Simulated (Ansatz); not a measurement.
**P (fcc): energy against volume**

Method: DFT, RPBE, plane waves (420 eV) with PAW, scalar-relativistic in Ansatz. The PAW files were generated under PBE, with cores re-solved for the functional.

The cell is scaled uniformly from the relaxed one, with fractional coordinates and shape fixed. Energies are extrapolated to zero smearing, pressures are those at the given smearing. Magnetic state: spin not included.

A Birch-Murnaghan fit gives V₀ = 14.83 Å³/atom, B₀ = 91 GPa, B₀′ = 3.4.

(1) What are the energy above the minimum and the pressure at 12.995 Å³/atom?

(2) What are the energy above the minimum and the pressure at 15.949 Å³/atom?

(3) What are the energy above the minimum and the pressure at 16.540 Å³/atom?

## Answers

(1) 77.4 meV/atom and 14.89 GPa as computed.

(2) 21.8 meV/atom and -5.77 GPa as computed.

(3) 47.7 meV/atom and -7.96 GPa as computed.
